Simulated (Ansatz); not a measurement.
**In in Ansatz: the effect of functional**

In:

```xyz
2
Lattice="3.4009 0.0000 0.0000 -1.7005 2.9453 0.0000 0.0000 0.0000 5.6172" Properties=species:S:1:pos:R:3 pbc="T T T"
In    1.7005    0.9818    4.2129
In    0.0000    1.9635    1.4043
```

This isn't the form of In at room conditions, which is tetragonal.

The cell isn't the ideal one: volume scaled by 1.06.

Alike in all runs:

| Item | Value |
| --- | --- |
| Program | Ansatz 0.2.0 |
| Task | single point |
| Potentials or basis | Ansatz PAW |
| k mesh | 9 × 9 × 5 |
| Occupations | fermi-dirac, width 0.05 eV |
| Spin | no spin polarisation |

```tsv
functional	cutoff	pressure (GPa)
LDA	420 eV (not typed: the program's choice for these potentials)	?
PBEsol	420 eV (not typed: the program's choice for these potentials)	-3.0
r2SCAN	500 eV (not typed: the program's choice for these potentials)	-2.2
```

Q: What does the run with functional LDA give?

A: Pressure -4.3 GPa.

Caveats: the PAW data sets come from PBE, with cores solved anew for the run's functional, which leaves a small shift of forces and pressure.

Runs at the PBE level aren't shown here.
